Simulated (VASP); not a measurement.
Write the native input for VASP 6.6.1 that does the following.

```
Task                   : relaxation of cell and atoms
Functional             : RPBE
Dispersion             : D4
Potentials or basis    : VASP PAW PBE potentials, release 64 (Ge_d)
Cutoff                 : 600 eV
k mesh                 : 8 × 8 × 8
Occupations            : fermi-dirac, width 0.05 eV
Spin                   : no spin polarisation
Further INCAR settings : ALGO = Normal; EDIFF = 1e-06; IBRION = 2; EDIFFG = -0.01; NSW = 60; ISIF = 3
```

The structure of Ge lies in POSCAR:

```
Ge
1.0
    0.0000000000      2.8289100000      2.8289100000
    2.8289100000      0.0000000000      2.8289100000
    2.8289100000      2.8289100000      0.0000000000
Ge
2
Direct
    0.7500000000      0.7500000000      0.7500000000
    0.5000000000      0.5000000000      0.5000000000
```

These files were run (other wordings do the same):

INCAR

```
PREC = Accurate ; ENCUT = 600
EDIFF = 1E-6 ; ISMEAR = -1
SIGMA = 0.05 ; LREAL = F
LASPH = T ; NELM = 100
ALGO = Normal ; ISIF = 3
LWAVE = F ; LCHARG = F
GGA = RP ; IVDW = 13
IBRION = 2 ; NSW = 60
EDIFFG = -0.01
```

KPOINTS

```
regular mesh
0
Gamma
  8 8 8
```

Potentials or basis: VASP PAW PBE potentials, release 64 (Ge_d).

Run with:

```bash
$ cat potpaw_PBE.64/Ge_d/POTCAR > POTCAR
$ mpirun -np 1 vasp_std > vasp.out
```

It gave:

```
Relaxed volume                         : 22.84 Å³/atom
Relaxed cell                           : a = 4.012 Å, b = 4.012 Å, c = 4.012 Å, α = 60.00°, β = 60.00°, γ = 60.00°
Space group after relaxing (to 0.05 Å) : Fd-3m (No. 227)
Energy gained by relaxing              : 0.2 meV/atom
Ionic steps                            : 4
Pressure after relaxing                : 0.0 GPa
Band gap on the k mesh                 : 0.07 eV, direct
Dispersion energy per atom             : -0.601 eV
```

Caveat: the PAW data sets were made with another functional, which shifts forces and pressure a little.

Run time: 46 s on 1 thread of Intel(R) Xeon(R) Platinum 8259CL CPU @ 2.50GHz (Skylake/Cascade Lake) (shared host), peak memory 0.19 GiB.
